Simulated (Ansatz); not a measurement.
Runs of Ansatz 0.2.0 on TiO2. The structure is orthorhombic, space group Imma (No. 74). The conventional cell has a = 5.946 Å, b = 6.575 Å, c = 6.575 Å, α = 90.00°, β = 90.00°, γ = 90.00°. Ti (site symmetry 2/m) is surrounded by 6 O at 1.96 to 2.00 Å. Ti (site symmetry mm2) is surrounded by 6 O at 1.94 to 2.00 Å. O (site symmetry m) is surrounded by 3 Ti at 1.94 to 2.00 Å. O (site symmetry m) has 3 Ti at 1.96 to 2.00 Å as nearest neighbours. The cell is a database's computed one.

```tsv
task	level	U	cell	cutoff (eV)	hubbard projectors	double counting	points for each segment of the path	gap on the mesh (eV)	pressure (GPa)	relaxed volume (Å³/atom)	largest force (eV/Å)
relaxation of cell and atoms	PBEsol+U	Ti d U = 6 eV	relaxed	420	ortho-atomic (the default)	fll (the default)	-	2.54	0.0	10.55	-
band structure	PBE+U	Ti d U = 3 eV	as given	420	ortho-atomic (the default)	fll (the default)	10	2.15	1.1	-	0.09
single point	PBE	-	as given	350	-	-	-	1.83	-1.2	-	(b)
relaxation of cell and atoms	r2SCAN+rVV10	-	relaxed	500	-	-	-	2.22	0.0	(a)	-
```

Alike in all rows: potentials or basis Ansatz PAW; no spin polarisation; k mesh 6 × 6 × 6; smearing fermi-dirac 0.05 eV.

Problem. Estimate the missing entries.

Solution. (a) 10.34; (b) 0.08.

Caveats: the plane-wave basis is chosen anew once the cell has moved, so the energies of steps on either side of that aren't comparable (some runs); the PAW data sets come from PBE, with cores solved anew for the run's functional, which leaves a small shift of forces and pressure (some runs); the pressure holds a Pulay correction of +8.7 GPa for the finite cutoff (some runs); the cutoff lies under the one recommended for these potentials (some runs).

A k mesh can miss the band edges.
